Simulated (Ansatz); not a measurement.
# C4H8: the cost of one run

Method: the levels named in each step, in Ansatz 0.2.0.

## (1) The structure to begin with

Bond lengths: C1–C2 1.319 Å, C2–C3 1.495 Å, C3–C4 1.529 Å, C1–H5 1.078 Å, C1–H6 1.077 Å, C2–H7 1.083 Å, C3–H8 1.094 Å, C3–H9 1.091 Å, C4–H10 1.088 Å, C4–H11 1.088 Å, C4–H12 1.088 Å. Angles (14 of 18 angles, heavy atoms first): C1–C2–C3 124.6°, C2–C3–C4 111.1°, C1–C2–H7 120.3°, C3–C2–H7 115.1°, C2–C1–H5 121.6°, C2–C1–H6 122.2°, C2–C3–H8 109.1°, C2–C3–H9 109.8°, C4–C3–H8 109.0°, C4–C3–H9 109.7°, C3–C4–H10 110.6°, C3–C4–H11 110.6°, C3–C4–H12 110.2°, H5–C1–H6 116.2°.

Coordinates:

```xyz
12

C     1.7669    0.2729   -0.3332
C     0.5910    0.5185    0.2120
C    -0.4561   -0.5163    0.4749
C    -1.7305   -0.2231   -0.3169
H     2.0593   -0.7242   -0.6208
H     2.4900    1.0505   -0.5118
H     0.3184    1.5292    0.4890
H    -0.6938   -0.5211    1.5427
H    -0.0752   -1.5034    0.2066
H    -2.4937   -0.9676   -0.1015
H    -2.1236    0.7579   -0.0585
H    -1.5220   -0.2397   -1.3845
```

## (2) A rough first relaxation, PBE-D4/def2-SVP

This run stands in another session on the same molecule. It ended at:

```xyz
12

C     1.8164    0.2754   -0.3245
C     0.6038    0.5177    0.2025
C    -0.4626   -0.5116    0.4550
C    -1.7635   -0.2293   -0.3111
H     2.1250   -0.7453   -0.6085
H     2.5477    1.0828   -0.4878
H     0.3369    1.5591    0.4678
H    -0.6881   -0.5371    1.5459
H    -0.0753   -1.5201    0.1951
H    -2.5416   -0.9836   -0.0772
H    -2.1758    0.7683   -0.0525
H    -1.5922   -0.2427   -1.4068
```

## (3) Relaxation, PBE0-D4/def2-TZVPP

This run stands in another session on the same molecule. It ended at:

```xyz
12

C     1.7902    0.2723   -0.3201
C     0.5952    0.5148    0.1996
C    -0.4577   -0.5114    0.4543
C    -1.7460   -0.2259   -0.3095
H     2.0924   -0.7334   -0.5941
H     2.5090    1.0651   -0.4879
H     0.3314    1.5397    0.4564
H    -0.6800   -0.5373    1.5275
H    -0.0738   -1.5007    0.1906
H    -2.5127   -0.9685   -0.0813
H    -2.1467    0.7571   -0.0507
H    -1.5705   -0.2381   -1.3869
```

## (4) Frequencies, PBE0-D4/def2-TZVPP

Contents of input.yaml:

```yaml
crystal:
  periodic: [false, false, false]
  atoms:
    - { symbol: C, position_ang: [1.7901966, 0.27232668, -0.32008185] }
    - { symbol: C, position_ang: [0.59520719, 0.51479772, 0.19956281] }
    - { symbol: C, position_ang: [-0.45774442, -0.51138883, 0.45431446] }
    - { symbol: C, position_ang: [-1.7459907, -0.2259049, -0.3094928] }
    - { symbol: H, position_ang: [2.09242545, -0.73343304, -0.59411422] }
    - { symbol: H, position_ang: [2.50900595, 1.06509121, -0.48788335] }
    - { symbol: H, position_ang: [0.33140917, 1.53968283, 0.45643771] }
    - { symbol: H, position_ang: [-0.67998517, -0.53725032, 1.52748584] }
    - { symbol: H, position_ang: [-0.07381507, -1.50074307, 0.19060768] }
    - { symbol: H, position_ang: [-2.51274367, -0.9685392, -0.08127335] }
    - { symbol: H, position_ang: [-2.14665415, 0.75710322, -0.05069289] }
    - { symbol: H, position_ang: [-1.57053119, -0.2381423, -1.38688004] }
basis:
  gaussian: { orbitals: def2-TZVPP }
hamiltonian:
  xc: pbe0
  dispersion: d4
phonons: {}
```

The run is started by

```bash
> ansatz run input.yaml --threads 4 --pin off --max-ram 10240MiB --backend cpu --events-out ev --progress --plain --runs-dir out
```

**Question.** How long does this run take on 4 threads of Arm Neoverse V2, shared host, and how much memory does it need?

About 2.3 min, with a peak of 0.57 GiB.
